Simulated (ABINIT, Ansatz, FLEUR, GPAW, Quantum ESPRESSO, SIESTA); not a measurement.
# One structure in several programs: ZrO2 (P4_2/nmc, 6 atoms in the cell)

Self-consistent single point, at a second geometry (lattice scaled by 0.98). First geometry:

```
CELL_PARAMETERS angstrom
      3.56345     0.00000     0.00000
      0.00000     3.56345     0.00000
      0.00000     0.00000     5.17186
ATOMIC_POSITIONS crystal
  Zr 0.00000 0.00000 0.00000
  Zr 0.50000 0.50000 0.50000
  O  0.00000 0.50000 0.30177
  O  0.00000 0.50000 0.80177
  O  0.50000 0.00000 0.19823
  O  0.50000 0.00000 0.69823
```

Shared settings, as Ansatz (a first-principles code) writes them: kpoints.mp_grid.grid = 9 9 7; scf.occupations.method = fixed. Potentials and cutoffs stand in the table.

```tsv
code	model	ΔF from the first geometry (meV/atom)	pressure (GPa)	largest force (eV/Å)	gap on the mesh (eV)	cutoff
FLEUR	PBE, all-electron FLAPW (FLEUR), scalar-relativistic valence	80.5	–	0.503	4.369	Kmax 4.7 1/bohr
Ansatz	PBE, default PAW files	83.1	29.76	0.522	4.316	default
GPAW	PBE, GPAW PAW datasets PBE (gpaw-data 1.0.1)	73.5	–	0.447	4.309	900 eV
ABINIT	PBE, norm-conserving pseudopotentials (PseudoDojo nc-sr-05 PBE standard)	81.2	30.02	0.513	4.330	42 Ha
SIESTA	GGA PBE, numerical atomic orbitals DZP, PseudoDojo PBE standard norm-conserving potentials (rewritten from UPF to PSML)	94.6	34.13	0.911	4.062	grid 400 Ry
Quantum ESPRESSO	PBE, GBRV 1.5 ultrasoft (PBE) pseudopotentials	84.1	30.77	0.525	4.324	40 Ry
```

For Ansatz (by 0.8 GPa) the energy change implies a higher mean pressure, against the two pressures, than for the other programs: a sign of finite-basis (Pulay) stress.

A dash marks a value that a program does not give, or that is left out as unsure.

Gaps are read on the mesh.

The spread over the programs that give each value: ΔF from the first geometry within 21.1 meV/atom; pressure within 4.37 GPa; largest force within 0.464 eV/Å; gap on the mesh within 0.307 eV.

SIESTA uses small atom-centred bases, whose incompleteness enters pressures, forces and empty levels differently from a plane-wave cutoff. FLEUR treats all electrons, but the usual bases taken here (sphere radii, linearisation, local orbitals, empty states) were not tested for convergence, so the values are no reference for the others. Ansatz's pressure is given at a fixed set of plane waves, as the other plane-wave codes print theirs; with its correction for the finite basis it is 30.59 GPa (the shift of 0.83 GPa shows how far the cutoff is from converged). The pressure of GPAW is left out: its cutoff lies under the one at which its stress was checked. In the pressure, SIESTA (by 4.11) lies more than 1 GPa from the median of the plane-wave programs. In the gap, SIESTA (by 0.258) lies more than 0.12 eV from the median of the plane-wave programs. In the force vectors, SIESTA (by 0.394) lies more than 0.08 eV/Å from the median of the plane-wave programs.

The starting cell comes from a database of computed structures (which also holds hypothetical and non-ambient phases and stackings), without a prior relaxation at this level. Its lattice was rescaled by a random factor within 2.5 % of one. For this run, on top of that: lattice scaled by 0.98.

Keys are those of Ansatz 0.2.
